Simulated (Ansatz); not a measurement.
This is a relaxation of cell and atoms with the plane-wave code Ansatz on CdIn₂O₄ (Fd-3m) from a database of computed structures; the level of theory is PBE. The input holds the cell as the database lists it.

```yaml
crystal:
  lattice:
    - [0.0, 4.6110186847, 4.6110186847]
    - [4.6110186847, 0.0, 4.6110186847]
    - [4.6110186847, 4.6110186847, 0.0]
  atoms:
    - { symbol: Cd, position: [0.25, 0.25, 0.25] }
    - { symbol: Cd, position: [0.0, 0.0, 0.0] }
    - { symbol: In, position: [0.125, 0.625, 0.625] }
    - { symbol: In, position: [0.625, 0.625, 0.625] }
    - { symbol: In, position: [0.625, 0.125, 0.625] }
    - { symbol: In, position: [0.625, 0.625, 0.125] }
    - { symbol: O, position: [0.86174591, 0.86174591, 0.86174591] }
    - { symbol: O, position: [0.83523773, 0.38825409, 0.38825409] }
    - { symbol: O, position: [0.38825409, 0.38825409, 0.83523773] }
    - { symbol: O, position: [0.38825409, 0.83523773, 0.38825409] }
    - { symbol: O, position: [0.86174591, 0.86174591, 0.41476227] }
    - { symbol: O, position: [0.86174591, 0.41476227, 0.86174591] }
    - { symbol: O, position: [0.38825409, 0.38825409, 0.38825409] }
    - { symbol: O, position: [0.41476227, 0.86174591, 0.86174591] }
kpoints:
  mp_grid: { grid: [4, 4, 4] }
hamiltonian:
  xc: pbe
scf:
  occupations: { method: fermi_dirac, width: 0.02 }
relax:
  f_tol: 0.005
  cell: {}
output:
  write_density: true
  write_potential: true
  elf: true
  volumetric_format: npy
```

The trajectory has 6 recorded frames, each with fractional positions and then forces in eV/Å along x, y and z. Some frames, the last among them, repeat a geometry solved again on a basis re-selected at its cell; pressure is positive in compression.

Step 1: energy 0.0 meV/atom from step 1, largest force component 0.117 eV/Å, pressure +4.41 GPa; a = 6.521 Å, b = 6.521 Å, c = 6.521 Å, α = 60.00°, β = 60.00°, γ = 60.00°
```
Cd 0.2500 0.2500 0.2500     0.000   0.000   0.000
Cd 0.0000 0.0000 0.0000     0.000   0.000   0.000
In 0.1250 0.6250 0.6250     0.000   0.000   0.000
In 0.6250 0.6250 0.6250     0.000   0.000   0.000
In 0.6250 0.1250 0.6250     0.000   0.000   0.000
In 0.6250 0.6250 0.1250     0.000   0.000   0.000
O  0.8617 0.8617 0.8617     0.117   0.117   0.117
O  0.8352 0.3883 0.3883    -0.117   0.117   0.117
O  0.3883 0.3883 0.8352     0.117   0.117  -0.117
O  0.3883 0.8352 0.3883     0.117  -0.117   0.117
O  0.8617 0.8617 0.4148    -0.117  -0.117   0.117
O  0.8617 0.4148 0.8617    -0.117   0.117  -0.117
O  0.3883 0.3883 0.3883    -0.117  -0.117  -0.117
O  0.4148 0.8617 0.8617     0.117  -0.117  -0.117
```

Step 2: energy -4.1 meV/atom from step 1, largest force component 0.005 eV/Å, pressure -0.32 GPa; a = 6.589 Å, b = 6.589 Å, c = 6.589 Å, α = 60.00°, β = 60.00°, γ = 60.00°
```
Cd 0.2500 0.2500 0.2500     0.000   0.000   0.000
Cd 0.0000 0.0000 0.0000     0.000   0.000   0.000
In 0.1250 0.6250 0.6250     0.000   0.000   0.000
In 0.6250 0.6250 0.6250     0.000   0.000   0.000
In 0.6250 0.1250 0.6250     0.000   0.000   0.000
In 0.6250 0.6250 0.1250     0.000   0.000   0.000
O  0.8620 0.8620 0.8620    -0.005  -0.005  -0.005
O  0.8360 0.3880 0.3880     0.005  -0.005  -0.005
O  0.3880 0.3880 0.8360    -0.005  -0.005   0.005
O  0.3880 0.8360 0.3880    -0.005   0.005  -0.005
O  0.8620 0.8620 0.4140     0.005   0.005  -0.005
O  0.8620 0.4140 0.8620     0.005  -0.005   0.005
O  0.3880 0.3880 0.3880     0.005   0.005   0.005
O  0.4140 0.8620 0.8620    -0.005   0.005   0.005
```

Question: How does the relaxation go on, and where does it end?

Answer:
Step 3: energy -4.2 meV/atom from step 1, largest force component 0.000 eV/Å, pressure -0.01 GPa; a = 6.585 Å, b = 6.585 Å, c = 6.585 Å, α = 60.00°, β = 60.00°, γ = 60.00°
```
Cd 0.2500 0.2500 0.2500     0.000   0.000   0.000
Cd 0.0000 0.0000 0.0000     0.000   0.000   0.000
In 0.1250 0.6250 0.6250     0.000   0.000   0.000
In 0.6250 0.6250 0.6250     0.000   0.000   0.000
In 0.6250 0.1250 0.6250     0.000   0.000   0.000
In 0.6250 0.6250 0.1250     0.000   0.000   0.000
O  0.8620 0.8620 0.8620     0.000   0.000   0.000
O  0.8360 0.3880 0.3880     0.000   0.000   0.000
O  0.3880 0.3880 0.8360     0.000   0.000   0.000
O  0.3880 0.8360 0.3880     0.000   0.000   0.000
O  0.8620 0.8620 0.4140     0.000   0.000   0.000
O  0.8620 0.4140 0.8620     0.000   0.000   0.000
O  0.3880 0.3880 0.3880     0.000   0.000   0.000
O  0.4140 0.8620 0.8620     0.000   0.000   0.000
```

Step 4: energy -5.9 meV/atom from step 1, largest force component 0.001 eV/Å, pressure +0.16 GPa; a = 6.585 Å, b = 6.585 Å, c = 6.585 Å, α = 60.00°, β = 60.00°, γ = 60.00°
```
Cd 0.2500 0.2500 0.2500     0.000   0.000   0.000
Cd 0.0000 0.0000 0.0000     0.000   0.000   0.000
In 0.1250 0.6250 0.6250     0.000   0.000   0.000
In 0.6250 0.6250 0.6250     0.000   0.000   0.000
In 0.6250 0.1250 0.6250     0.000   0.000   0.000
In 0.6250 0.6250 0.1250     0.000   0.000   0.000
O  0.8620 0.8620 0.8620    -0.001  -0.001  -0.001
O  0.8360 0.3880 0.3880     0.001  -0.001  -0.001
O  0.3880 0.3880 0.8360    -0.001  -0.001   0.001
O  0.3880 0.8360 0.3880    -0.001   0.001  -0.001
O  0.8620 0.8620 0.4140     0.001   0.001  -0.001
O  0.8620 0.4140 0.8620     0.001  -0.001   0.001
O  0.3880 0.3880 0.3880     0.001   0.001   0.001
O  0.4140 0.8620 0.8620    -0.001   0.001   0.001
```

Step 5: energy -5.9 meV/atom from step 1, largest force component 0.000 eV/Å, pressure +0.01 GPa; a = 6.587 Å, b = 6.587 Å, c = 6.587 Å, α = 60.00°, β = 60.00°, γ = 60.00°
```
Cd 0.2500 0.2500 0.2500     0.000   0.000   0.000
Cd 0.0000 0.0000 0.0000     0.000   0.000   0.000
In 0.1250 0.6250 0.6250     0.000   0.000   0.000
In 0.6250 0.6250 0.6250     0.000   0.000   0.000
In 0.6250 0.1250 0.6250     0.000   0.000   0.000
In 0.6250 0.6250 0.1250     0.000   0.000   0.000
O  0.8620 0.8620 0.8620     0.000   0.000   0.000
O  0.8359 0.3880 0.3880     0.000   0.000   0.000
O  0.3880 0.3880 0.8359     0.000   0.000   0.000
O  0.3880 0.8359 0.3880     0.000   0.000   0.000
O  0.8620 0.8620 0.4141     0.000   0.000   0.000
O  0.8620 0.4141 0.8620     0.000   0.000   0.000
O  0.3880 0.3880 0.3880     0.000   0.000   0.000
O  0.4141 0.8620 0.8620     0.000   0.000   0.000
```

Step 6: energy -6.0 meV/atom from step 1, largest force component 0.000 eV/Å, pressure +0.01 GPa; a = 6.587 Å, b = 6.587 Å, c = 6.587 Å, α = 60.00°, β = 60.00°, γ = 60.00°
```
Cd 0.2500 0.2500 0.2500     0.000   0.000   0.000
Cd 0.0000 0.0000 0.0000     0.000   0.000   0.000
In 0.1250 0.6250 0.6250     0.000   0.000   0.000
In 0.6250 0.6250 0.6250     0.000   0.000   0.000
In 0.6250 0.1250 0.6250     0.000   0.000   0.000
In 0.6250 0.6250 0.1250     0.000   0.000   0.000
O  0.8620 0.8620 0.8620     0.000   0.000   0.000
O  0.8359 0.3880 0.3880     0.000   0.000   0.000
O  0.3880 0.3880 0.8359     0.000   0.000   0.000
O  0.3880 0.8359 0.3880     0.000   0.000   0.000
O  0.8620 0.8620 0.4141     0.000   0.000   0.000
O  0.8620 0.4141 0.8620     0.000   0.000   0.000
O  0.3880 0.3880 0.3880     0.000   0.000   0.000
O  0.4141 0.8620 0.8620     0.000   0.000   0.000
```

In 4 steps the volume changed by +3.1 %; between the first SCF and the last, each on a basis chosen for its cell, the energy fell by 6.0 meV an atom. Final cell: space group Fd-3m (No. 227), cubic; conventional cell a = 9.316 Å, 14.44 Å³ an atom. Around Cd lie 4 O at 2.23 Å; around In lie 6 O at 2.21 Å; around O lie 3 In at 2.21 Å and 1 Cd at 2.23 Å.

It took 16 s on 1 × NVIDIA H100 80GB HBM3 with 2 threads of AMD EPYC 7R13 Processor (Zen 3), on a shared host, load about 3.1 per core; peak host memory 1.3 GiB.

Calculated for a static, non-magnetic cell.
